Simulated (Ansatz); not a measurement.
# LiBr: the cost of one run

Computed with Ansatz 0.2.0 (DFT PBE, scalar-relativistic, plane waves, PAW, unless a step's input says otherwise).

**1. The system as given**

The structure is cubic, space group Fm-3m (No. 225). Conventional cell: a = 5.511 Å, b = 5.511 Å, c = 5.511 Å, α = 90.00°, β = 90.00°, γ = 90.00°. Around Li (site symmetry m-3m) lie 6 Br at 2.76 Å. Br (site symmetry m-3m) has 6 Li at 2.76 Å as nearest neighbours.

As a file:

```cif
data_structure
_symmetry_space_group_name_H-M 'Fm-3m'
_symmetry_Int_Tables_number 225
_cell_length_a 5.5110
_cell_length_b 5.5110
_cell_length_c 5.5110
_cell_angle_alpha 90.000
_cell_angle_beta 90.000
_cell_angle_gamma 90.000
_cell_volume 167.38
loop_
_atom_site_label
_atom_site_type_symbol
_atom_site_symmetry_multiplicity
_atom_site_Wyckoff_symbol
_atom_site_fract_x
_atom_site_fract_y
_atom_site_fract_z
_atom_site_occupancy
Li1 Li 4 b 0.50000 0.00000 0.00000 1
Br1 Br 4 a 0.00000 0.00000 0.00000 1
```

It is the end of an earlier relaxation with the same method, from a distorted copy of a database structure. At a tolerance of 0.02 Å it has space group Fm-3m (No. 225); it has 20.92 Å³/atom, an uncorrected energy of -1.55 eV/atom over the elements.

**2. Static run: bands, density of states and charges**

Contents of input.yaml:

```yaml
crystal:
  lattice:
    - [0.0, 2.7555207568, 2.7555207568]
    - [2.7555207568, 0.0, 2.7555207568]
    - [2.7555207568, 2.7555207568, 0.0]
  atoms:
    - { symbol: Li, position: [0.5, 0.5, 0.5] }
    - { symbol: Br, position: [0.0, 0.0, 0.0] }
basis:
  ecutwfc: 420
kpoints:
  mp_grid: { grid: [8, 8, 8] }
  band_path:
    path:
      - [[0.0, 0.0, 0.0], [0.5, 0.0, 0.5], [0.625, 0.25, 0.625]]
      - [[0.375, 0.375, 0.75], [0.0, 0.0, 0.0], [0.5, 0.5, 0.5], [0.5, 0.25, 0.75], [0.5, 0.0, 0.5]]
    npoints: 14
hamiltonian:
  xc: pbe
scf:
  occupations: { method: gaussian, width: 0.02 }
  n_extra_bands: 6
output:
  forces: true
  stress: true
  eigenvalues: true
  populations: true
  dos: { projected: true, de: 0.02, nscf_kmesh: { grid: [12, 12, 12] } }
  bader: true
  write_density: true
  write_potential: true
  elf: true
  volumetric_format: npy
```

On the command line:

```console
> ansatz run input.yaml --threads 1 --pin off --max-ram 2048MiB --backend cpu --events-out ev --progress --plain --runs-dir out
```

**Question.** How long does this run take on 1 thread of AMD EPYC 9R45 (Zen 5), shared host, and how much memory does it need?

About 6.6 s, with a peak of 0.33 GiB.
